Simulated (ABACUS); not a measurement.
The system is NaCl.

```
CELL_PARAMETERS angstrom
0.00000 2.79406 2.79406
2.79406 0.00000 2.79406
2.79406 2.79406 0.00000
ATOMIC_POSITIONS crystal
Cl 0.50000 0.50000 0.50000
Na 0.00000 0.00000 0.00000
```

The cell is a database's computed one.

Base run:

```yaml
Program: ABACUS 3.10.1
Functional: BLYP
Potentials_or_basis: PseudoDojo NC SR 0.4.1 PBE standard
Cutoff: 1211 eV
Density_cutoff: 4844 eV
Basis: plane waves
k_mesh: 6 × 6 × 6
Occupations: fermi-dirac, width 0.05 eV
Spin: no spin polarisation
```

Its results: band gap on the k mesh 5.25 eV, direct; pressure 2.6 GPa.

Q: The run is repeated on the same cell with these changes: functional from BLYP to rPW86PBE; potentials or basis from PseudoDojo NC SR 0.4.1 PBE standard to SPMS ONCV 1.0 PBE. What comes out?

A: Band gap on the k mesh 5.13 eV, direct; pressure 2.1 GPa.

Caveats: the potentials were made for another functional, which shifts forces and pressure.

